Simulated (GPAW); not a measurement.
A run of GPAW 26.7.0:

run.py

```python
from ase import Atoms
from ase.filters import FrechetCellFilter
from ase.io import write
from ase.optimize import BFGS
from ase.units import GPa
from gpaw import GPAW, PW, setup_paths

setup_paths.insert(0, '.')

atoms = Atoms(['Al', 'Al'],
              cell=[[2.8124553515, 0.0, 0.0],
                    [-1.4062276757, 2.4356577814, 0.0],
                    [0.0, 0.0, 4.86685]],
              scaled_positions=[[0.3333333333, 0.6666666667, 0.25],
                                [0.6666666667, 0.3333333333, 0.75]],
              pbc=True)

calc = GPAW(mode=PW(600),
            xc='PBEsol',
            kpts={'size': (11, 11, 6), 'gamma': True},
            occupations={'name': 'fermi-dirac', 'width': 0.05},
            nbands=10,
            convergence={'density': 1e-05, 'forces': 0.0001},
            maxiter=150,
            txt='gpaw.txt')
atoms.calc = calc
opt = BFGS(FrechetCellFilter(atoms, scalar_pressure=2 * GPa), trajectory='relax.traj', logfile='-')
done = opt.run(fmax=0.02, steps=60)
calc.write('gs.gpw')
write('result.traj', atoms)
print('Converged:', done)
print('Cell:', atoms.cell.cellpar().round(4))
print('Volume:', round(atoms.get_volume(), 4))
print(atoms.get_scaled_positions().round(5))
```

Potentials or basis: PAW data sets generated in the run's folder for this functional, pw.

The run is started by

```bash
$ gpaw-setup -f PBEsol Al
$ OMP_NUM_THREADS=1 python run.py
```

Hardware: 1 thread of Arm Neoverse V2 (shared host).

Question: Estimate the wall time of this run.

Answer: It took 55 s on 1 thread of Arm Neoverse V2, on a shared host, peak memory 0.25 GiB. Counts: scf iterations 58, plane waves 1136, bands 10, k points 84, ion steps 7.
